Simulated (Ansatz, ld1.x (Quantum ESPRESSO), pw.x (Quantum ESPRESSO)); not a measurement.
# What a changed setting does to a pw.x run (fcc Ga)

Potential: norm-conserving RRKJ (Kleinman–Bylander form), ld1.x (Quantum ESPRESSO) 7.5, PBEsol; core [Ar] 3d10, reference 4s2 4p0; waves: 4p (bound, empty): rc 2.15 bohr; 4d channel at -0.15 Ry: rc 2.35 bohr; 4s (bound): rc 2.00 bohr; local part: the s channel; core correction: a·sin(br)/r model core, default radius (core density twice the valence density); rho0 0.01.

The reference run (k-mesh 14³, cutoffs 50/200 Ry, Fermi–Dirac 0.01 Ry, mixing_beta 0.4, conv_thr 1e-9, no spin) gives -0.36 GPa at 17.717 Å³/atom, where all-electron LAPW gives 0.07 GPa. This run, with its own iteration cap, changes ecutrho/ecutwfc to 2.

```
&control
  calculation='scf', prefix='x', pseudo_dir='./', outdir='./tmp', tstress=.true., disk_io='none'
/
&system
  ibrav=0, nat=1, ntyp=1, ecutwfc=50, ecutrho=100, nbnd=8,
  occupations='smearing', smearing='fd', degauss=0.01
/
&electrons
  conv_thr=1e-09, mixing_beta=0.4, electron_maxstep=50
/
ATOMIC_SPECIES
Ga 1.0 Ga.UPF
CELL_PARAMETERS angstrom
  0.00000000 2.06912501 2.06912501
  2.06912501 0.00000000 2.06912501
  2.06912501 2.06912501 0.00000000
ATOMIC_POSITIONS crystal
Ga 0.0000 0.0000 0.0000
K_POINTS automatic
14 14 14 0 0 0
```

```bash
pw.x < Ga.scf.in > Ga.scf.out
```

**Question.** How does the run end?

**Answer.** It converges in 8 iterations; the free energy moves by +1.7 meV/atom and the pressure by -0.05 GPa. Below 4 the density is truncated and F is no longer variational, so a small shift in one case is no licence.

```
Message from routine set_cutoff:
     ecutrho < 4*ecutwfc, are you sure?
     Message from routine setup:
     using ibrav=0 with symmetry is DISCOURAGED, use correct ibrav instead
     lattice parameter (alat)  =       5.5297  a.u.
     unit-cell volume          =     119.5602 (a.u.)^3
     number of electrons       =         3.00
     number of Kohn-Sham states=            8
     kinetic-energy cutoff     =      50.0000  Ry
     charge density cutoff     =     100.0000  Ry
     scf convergence threshold =      1.0E-09
     Exchange-correlation= PBESOL
     number of k points=   104  Fermi-Dirac smearing, width (Ry)=  0.0100
     iteration #  1     ecut=    50.00 Ry     beta= 0.40
     total energy              =      -7.36170095 Ry
     estimated scf accuracy    <       0.04356006 Ry
     iteration #  2     ecut=    50.00 Ry     beta= 0.40
     total energy              =      -7.35641363 Ry
     estimated scf accuracy    <       0.01393858 Ry
     iteration #  3     ecut=    50.00 Ry     beta= 0.40
     total energy              =      -7.35707763 Ry
     estimated scf accuracy    <       0.00000748 Ry
     iteration #  4     ecut=    50.00 Ry     beta= 0.40
     c_bands:  1 eigenvalues not converged
     c_bands:  3 eigenvalues not converged
     c_bands:  2 eigenvalues not converged
     c_bands:  1 eigenvalues not converged
     c_bands:  3 eigenvalues not converged
     c_bands:  2 eigenvalues not converged
     [... 41 repeated lines left out ...]
     total energy              =      -7.35716524 Ry
     estimated scf accuracy    <       0.00000098 Ry
     iteration #  5     ecut=    50.00 Ry     beta= 0.40
     [... 5 repeated lines left out ...]
     total energy              =      -7.35716548 Ry
     estimated scf accuracy    <       0.00000001 Ry
     iteration #  6     ecut=    50.00 Ry     beta= 0.40
     [... 1 repeated lines left out ...]
     total energy              =      -7.35716551 Ry
     estimated scf accuracy    <       0.00000002 Ry
     iteration #  7     ecut=    50.00 Ry     beta= 0.40
     total energy              =      -7.35716550 Ry
     estimated scf accuracy    <       0.00000002 Ry
     iteration #  8     ecut=    50.00 Ry     beta= 0.40
     the Fermi energy is     6.4224 ev
!    total energy              =      -7.35716550 Ry
     estimated scf accuracy    <          1.9E-10 Ry
     smearing contrib. (-TS)   =      -0.00165779 Ry
     The total energy is F=E-TS. E is the sum of the following terms:
     one-electron contribution =       2.73528492 Ry
     hartree contribution      =       0.01533843 Ry
     xc contribution           =      -4.82954287 Ry
     ewald contribution        =      -5.27658819 Ry
     convergence has been achieved in   8 iterations
          total   stress  (Ry/bohr**3)                   (kbar)     P=       -4.10
     Message from routine punch:
     Nothing written, as per user request (disk_io='none')
```

The run took about 6.1 s on one core of a shared host (Neoverse-V1, 32 threads, 247 GiB, load 16).
